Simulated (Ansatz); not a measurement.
# P: distorted cells

These are results of Ansatz 0.2.0, DFT PBE, scalar-relativistic, plane waves, PAW, not measurements.

Plane waves to 420 eV, a k mesh through Γ of 12×12×12 on the computed 2-atom cell and Gaussian smearing (0.10 eV); no spin polarisation.

Reference cell:

```
CELL_PARAMETERS angstrom
1.72573 0.99635 3.12968
-1.72573 0.99635 3.12968
0.00000 -1.99270 3.12968
ATOMIC_POSITIONS crystal
P 0.22708 0.22708 0.22708
P 0.77292 0.77292 0.77292
```

Each variant moves atoms of this cell by the vectors given, if any (Å), and then applies a symmetric strain (tensor components, Cartesian axes). The reference cell isn't relaxed at this level. Energies are per atom at zero smearing, counted from the lowest variant. Pressure is positive in compression.

1. no strain; moves: P2 (-0.024, -0.202, 0.095)
2. no strain; moves: P2 (0.003, 0.029, 0.034)
3. no strain; moves: P1 (0.090, 0.000, 0.000)
4. no strain; moves: P1 (0.182, 0.123, -0.047)

```tsv
result	ΔE (meV/atom)	P (GPa)	largest force (eV/Å)
A	2.1	2.19	0.60
B	88.9	6.63	1.93
C	96.8	6.26	2.22
D	0.0	3.02	0.60
```

(1) Which variant gave which result?

Results:

(1) A is 3, B is 1, C is 4, D is 2.

This form isn't the element's structure at ambient conditions.